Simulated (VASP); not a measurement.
# Si (Fd-3m) in VASP: settings compared, part 2 of 3

VASP 6.6.1. Earlier steps stand in the parts before.

## (3) EvGW0 quasiparticle levels, PBE

POSCAR

```
Si
1.0
    0.0000000000      2.7218511865      2.7218511865
    2.7218511865      0.0000000000      2.7218511865
    2.7218511865      2.7218511865      0.0000000000
Si
2
Direct
    0.5000000000      0.5000000000      0.5000000000
    0.7500000000      0.7500000000      0.7500000000
```

INCAR.step1

```
ALGO     = Normal         # electronic algorithm
EDIFF    = 1E-8           # SCF threshold, eV
ENCUT    = 450            # plane-wave cutoff, eV
GGA      = PE             # functional
ISMEAR   = 0              # smearing method
LASPH    = True           # aspherical terms in the spheres
LCHARG   = False          # write CHGCAR
LREAL    = False          # projectors in reciprocal space
LWAVE    = True           # write WAVECAR
NELM     = 100            # most SCF steps
PREC     = Accurate       # precision mode
SIGMA    = 0.01           # smearing width, eV
```

INCAR.step2

```
ALGO     = Exact          # electronic algorithm
EDIFF    = 1E-8           # SCF threshold, eV
ENCUT    = 450            # plane-wave cutoff, eV
GGA      = PE             # functional
ISMEAR   = 0              # smearing method
ISTART   = 1            
LASPH    = True           # aspherical terms in the spheres
LCHARG   = False          # write CHGCAR
LOPTICS  = True           # frequency-dependent dielectric function
LREAL    = False          # projectors in reciprocal space
LWAVE    = True           # write WAVECAR
NBANDS   = 253            # bands
NELM     = 1              # most SCF steps
PREC     = Accurate       # precision mode
SIGMA    = 0.01           # smearing width, eV
```

INCAR.step3

```
ALGO     = EVGW0          # electronic algorithm
EDIFF    = 1E-8           # SCF threshold, eV
ENCUT    = 450            # plane-wave cutoff, eV
ENCUTGW  = 150            # cutoff of the response function
GGA      = PE             # functional
ISMEAR   = 0              # smearing method
ISTART   = 1            
LASPH    = True           # aspherical terms in the spheres
LCHARG   = False          # write CHGCAR
LREAL    = False          # projectors in reciprocal space
LWAVE    = False          # write WAVECAR
NBANDS   = 253            # bands
NBANDSGW = 12           
NELMGW   = 4            
NOMEGA   = 64             # frequency points
PREC     = Accurate       # precision mode
PRECFOCK = Fast         
SIGMA    = 0.01           # smearing width, eV
```

KPOINTS

```
k-points
0
Gamma
  4 4 4
```

Potentials or basis: VASP PAW PBE potentials, release 64 (Si_GW).

Command:

```
$ cat potpaw_PBE.64/Si_GW/POTCAR > POTCAR
$ cp INCAR.step1 INCAR
$ mpirun -np 1 vasp_std > vasp.out
$ cp INCAR.step2 INCAR
$ mpirun -np 1 vasp_std > vasp.out
$ cp INCAR.step3 INCAR
$ mpirun -np 1 vasp_std > vasp.out
```

OUTCAR:

```text
EDIFF = 1E-8
   ENCUT = 450
   ENCUTGW = 150
   GGA = PE
   ISMEAR = 0
   ISTART = 1
   LASPH = True
   LREAL = False
   NELMGW = 4
   PREC = Accurate
   PRECFOCK = Fast

 ion  position               nearest neighbor table
   1  0.500  0.500  0.500-   2 2.36   2 2.36   2 2.36   2 2.36
   2  0.750  0.750  0.750-   1 2.36   1 2.36   1 2.36   1 2.36

  LATTYP: Found a face centered cubic cell.
 ALAT       =     5.4437023730

  Lattice vectors:

 A1 = (   0.0000000000,   2.7218511865,   2.7218511865)
 A2 = (   2.7218511865,   0.0000000000,   2.7218511865)
 A3 = (   2.7218511865,   2.7218511865,   0.0000000000)

Analysis of symmetry for initial positions (statically):
=====================================================================
 Subroutine PRICEL returns:
 Original cell was already a primitive cell.

 Routine SETGRP: Setting up the symmetry group for a
 face centered cubic supercell.

 Subroutine GETGRP returns: Found 48 space group operations
 (whereof 24 operations were pure point group operations)
 out of a pool of 48 trial point group operations.

The static configuration has the point symmetry T_d .
 The point group associated with its full space group is O_h .

Analysis of symmetry for dynamics (positions and initial velocities):
=====================================================================
 Subroutine PRICEL returns:
 Original cell was already a primitive cell.

 Routine SETGRP: Setting up the symmetry group for a
 face centered cubic supercell.

 Subroutine GETGRP returns: Found 48 space group operations
 (whereof 24 operations were pure point group operations)
 out of a pool of 48 trial point group operations.

The dynamic configuration has the point symmetry T_d .
 The point group associated with its full space group is O_h .

 Subroutine INISYM returns: Found 48 space group operations
 (whereof 24 operations are pure point group operations),
 and found     1 'primitive' translations

----------------------------------------------------------------------------------------

                                     Primitive cell

  volume of cell :      40.3295

  direct lattice vectors                    reciprocal lattice vectors
     0.000000000  2.721851186  2.721851186    -0.183698507  0.183698507  0.183698507
     2.721851186  0.000000000  2.721851186     0.183698507 -0.183698507  0.183698507
     2.721851186  2.721851186  0.000000000     0.183698507  0.183698507 -0.183698507

  length of vectors
     3.849278863  3.849278863  3.849278863     0.318175148  0.318175148  0.318175148

  position of ions in fractional coordinates (direct lattice)
     0.500000000  0.500000000  0.500000000
     0.750000000  0.750000000  0.750000000

  ion indices of the primitive-cell ions
   primitive index   ion index
                 1           1
                 2           2
[... 21 lines left out ...]

 Subroutine IBZKPT returns following result:
 ===========================================

 Found      8 irreducible k-points:

 Following reciprocal coordinates:
            Coordinates               Weight
  0.000000  0.000000  0.000000      1.000000
  0.250000  0.000000  0.000000      8.000000
  0.500000  0.000000  0.000000      4.000000
  0.250000  0.250000  0.000000      6.000000
  0.500000  0.250000  0.000000     24.000000
 -0.250000  0.250000  0.000000     12.000000
  0.500000  0.500000  0.000000      3.000000
 -0.250000  0.500000  0.250000      6.000000
   k-points           NKPTS =      8   k-points in BZ     NKDIM =     64   number of bands    NBANDS=    253
   number of dos      NEDOS =    301   number of ions     NIONS =      2
   total plane-waves  NPLWV =  21952
   dimension x,y,z NGX =    28 NGY =   28 NGZ =   28
   dimension x,y,z NGXF=    56 NGYF=   56 NGZF=   56
   ions per type =               2
   NGX,Y,Z   is equivalent  to a cutoff of  12.09, 12.09, 12.09 a.u.
   NGXF,Y,Z  is equivalent  to a cutoff of  24.19, 24.19, 24.19 a.u.
 SYSTEM =  unknown system
   PREC   = accura    normal or accurate (medium, high low for compatibility)
   ISTART =      1    job   : 0-new  1-cont  2-samecut
   ICHARG =      0    charge: 1-file 2-atom 10-const
   ISPIN  =      1    spin polarized calculation?
   LNONCOLLINEAR =      F non collinear calculations
   LSORBIT =      F    spin-orbit coupling
   LASPH  =      T    aspherical Exc in radial PAW
   ENCUT  =  450.0 eV  33.07 Ry    5.75 a.u.   6.66  6.66  6.66*2*pi/ulx,y,z
   NELM   =     60;   NELMIN=  2; NELMDL=  0     # of ELM steps
   EDIFF  = 0.1E-07   stopping-criterion for ELM
   LREAL  =      F    real-space projection
   EDIFFG = 0.1E-06   stopping-criterion for IOM
   NSW    =      0    number of steps for IOM
   IBRION =     -1    ionic relax: 0-MD 1-quasi-New 2-CG
   NFREE  =      0    steps in history (QN), initial steepest desc. (CG)
   ISIF   =      0    stress and relaxation
   ISYM   =      3    0-nonsym 1-usesym 2-fastsym
   POTIM  = 0.5000    time-step for ionic-motion
   TEBEG  =    0.0;   TEEND  =   0.0 temperature during run
   PSTRESS=    0.0 pullay stress
   NELECT =       8.0000    total number of electrons
   NUPDOWN=      -1.0000    fix difference up-down
   EMIN   =  10.00;   EMAX   =-10.00  energy-range for DOS
   EFERMI =   0.00;   METHOD = LEGACY
   ISMEAR =     0;   SIGMA  =   0.01  broadening in eV -4-tet -1-fermi 0-gaus
   EFERMI_NEDOS =   21; number of points for ismear=-14 and -15
   IALGO  =     38    algorithm
   IMIX   =      4    mixing-type and parameters
     AMIX     =   0.40;   BMIX     =  1.00
     AMIX_MAG =   1.60;   BMIX_MAG =  1.00
  volume/ion in A,a.u.               =      20.16       136.08
  Fermi-wavevector in a.u.,A,eV,Ry     =   0.954766  1.804247 12.402783  0.911579
  Thomas-Fermi vector in A             =   2.083543
   LORBIT       =      0    0 simple, 1 ext, 2 COOP (PROOUT), +10 PAW based schemes
   GGA     = PE    functional components
   LHFCALC =     T    Hartree Fock is set to
   PRECFOCK=fast      Normal, Fast or Accurate (Low or Medium for compatibility)
   ENCUT4O =  -1.0   cutoff for four orbital integrals eV
   NKREDX  =     1    reduce k-point grid by
   NKREDY  =     1    reduce k-point grid by
   NKREDZ  =     1    reduce k-point grid by
   AEXX    =    1.0000 exact exchange contribution
   HFSCREEN=    0.0000 screening length (either q_TF or 0.3 A-1)
   HFSCREENC=   0.0000 screening length for correlation (either q_TF or 0.3 A-1)
   ENCUTFOCK=  -1.0 apply spherical cutoff to Coloumb kernel
   IVDW    =     0    specifies the selected vdW correction
   LEPSILON=     F    determine dielectric tensor
   LRPA    =     F    only Hartree local field effects (RPA)
   LRPAFORCE           =     F    calculate RPA forces
   ENCUTGW             = 150.0    cutoff for response function in eV
   ENCUTGWSOFT         = 120.0    soft cutoff for Coulomb kernel in GW response function in eV
   ENCUTLF             =  -1.0    cutoff for local field effects
   NELMGW              =     4    number of iterations in solving QP/BSE equation
   NELMHF              =     1    number of iterations in the inner HF iteration
   NKREDLFX            =     1    NKREDLFY  =   1   NKREDLFZ  =   1
 non-spin polarized calculation
 Gauss-broadening in eV      SIGMA  =   0.01
  energy-cutoff  :      450.00
  volume of cell :       40.33
 maximum number of plane-waves:       893
 NGX is ok and might be reduce to    28
  NGX = 16; NGY = 16; NGZ = 16
   NGX = 13   NGY = 13   NGZ = 13
 maximum number of plane-waves:       176

 QP shifts <psi_nk| G(iteration)W_0 |psi_nk>: iteration 1
 for sc-GW calculations column KS-energies equals QP-energies in previous step
 and V_xc(KS)=  KS-energies - (<T + V_ion + V_H > + <T+V_H+V_ion>^1  + <V_x>^1)

 k-point   1 :       0.0000    0.0000    0.0000
  band No.  KS-energies  QP-energies   sigma(KS)   V_xc(KS)     V^pw_x(r,r')   Z            occupation Imag(sigma)

      1      -6.4847      -6.9725     -11.1489     -10.4406     -17.4669       0.6888       2.0000       1.1546
      2       5.4367       4.8637     -12.1544     -11.4016     -13.0150       0.7611       2.0000       0.0143
      3       5.4367       4.8637     -12.1544     -11.4016     -13.0150       0.7611       2.0000       0.0143
      4       5.4367       4.8637     -12.1544     -11.4016     -13.0150       0.7611       2.0000       0.0143
      5       7.9779       8.0515      -9.9877     -10.0847      -5.5644       0.7586       0.0000      -0.0793
      6       7.9779       8.0515      -9.9877     -10.0847      -5.5644       0.7586       0.0000      -0.0793
      7       7.9779       8.0515      -9.9877     -10.0847      -5.5644       0.7586       0.0000      -0.0793
      8       8.7173       8.9024     -10.7990     -11.0474      -5.8596       0.7451       0.0000      -0.1035
      9      13.1363      13.2582      -9.8276      -9.9890      -4.1863       0.7549       0.0000      -0.2175
     10      13.1363      13.2582      -9.8276      -9.9890      -4.1863       0.7549       0.0000      -0.2175
     11      13.3639      13.0789      -8.0736      -7.7060      -2.5880       0.7753       0.0000      -0.2933
     12      16.6395      16.3854      -8.6400      -8.3080      -2.2329       0.7654       0.0000      -0.5883
[... 490 lines left out ...]
      1      -2.8929      -2.9023     -11.6847       8.7781     -16.0628       0.6894       2.0000       0.4509
      2      -2.8929      -2.9023     -11.6847       8.7781     -16.0628       0.6894       2.0000       0.4509
      3       0.8380       0.8319     -10.7783      11.6080     -12.9031       0.7305       2.0000       0.0743
      4       0.8380       0.8319     -10.7783      11.6080     -12.9031       0.7305       2.0000       0.0743
      5       9.6088       9.6071      -9.6563      19.2628      -4.8833       0.7523       0.0000      -0.1107
      6       9.6088       9.6071      -9.6563      19.2628      -4.8833       0.7523       0.0000      -0.1107
      7      10.4689      10.4673     -10.0389      20.5056      -4.6788       0.7425       0.0000      -0.1582
      8      10.4689      10.4673     -10.0389      20.5056      -4.6788       0.7425       0.0000      -0.1582
      9      15.9920      15.9909     -10.6637      26.6542      -3.8811       0.7225       0.0000      -0.5344
     10      15.9920      15.9909     -10.6637      26.6542      -3.8811       0.7225       0.0000      -0.5344
     11      18.4384      18.4377     -10.3904      28.8278      -3.3866       0.7295       0.0000      -0.7285
     12      18.4384      18.4377     -10.3904      28.8278      -3.3866       0.7295       0.0000      -0.7285
```

It took 8.3 min on 1 thread of Intel Xeon Platinum 8259CL at 2.50GHz (Skylake/Cascade Lake), shared host; peak memory 0.45 GiB.

What came out:

| Quantity | Value |
| --- | --- |
| Band gap on the k mesh, mean-field level | 0.71 eV, indirect (least direct gap 2.54 eV) |
| Quasiparticle gap | 1.30 eV |
| Least direct quasiparticle gap | 3.29 eV |

Quasiparticle gap after each update of the energies (eV): 1.21, 1.28, 1.30, 1.30

Caveat: the k mesh is coarse (spacing up to 0.50 Å⁻¹), so the values aren't converged; bands, screening cutoff and mesh are small and nothing is extrapolated, so the quasiparticle values aren't converged. A k mesh can miss the band edges.

[end of part 2 of 3]
